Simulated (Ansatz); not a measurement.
Problem. Write an Ansatz input for a single-point calculation of Nd with PBE (scalar-relativistic), a cutoff of 420 eV (density cutoff 4 times that), a Γ-centred 14×14×14 mesh and Gaussian smearing of 0.05 eV, without spin polarisation. Forces, stress and eigenvalues are wanted. The structure:
```
CELL_PARAMETERS angstrom
-2.0766577930 2.0766577930 2.0766577930
2.0766577930 -2.0766577930 2.0766577930
2.0766577930 2.0766577930 -2.0766577930
ATOMIC_POSITIONS crystal
Nd 0.0000000000 0.0000000000 0.0000000000
```

Solution. 
```yaml
crystal:
  lattice:
    - [-2.076657793, 2.076657793, 2.076657793]
    - [2.076657793, -2.076657793, 2.076657793]
    - [2.076657793, 2.076657793, -2.076657793]
  atoms:
    - { symbol: Nd, position: [0.0, 0.0, 0.0] }
basis:
  ecutwfc: 420
  ecutrho_ratio: 4
kpoints:
  mp_grid: { grid: [14, 14, 14] }
hamiltonian:
  xc: pbe
scf:
  occupations: { method: gaussian, width: 0.05 }
output:
  forces: true
  stress: true
  eigenvalues: true
```

Run as written, it has 14 valence electrons, 683 plane waves at Γ, 48 symmetry operations and 104 irreducible k-points; it took 9 SCF iterations in all. 

At room temperature and ambient pressure Nd is dhcp.

This is a comparison run: without spin polarisation an open f shell isn't in its ground state, so the input isn't a model for production.
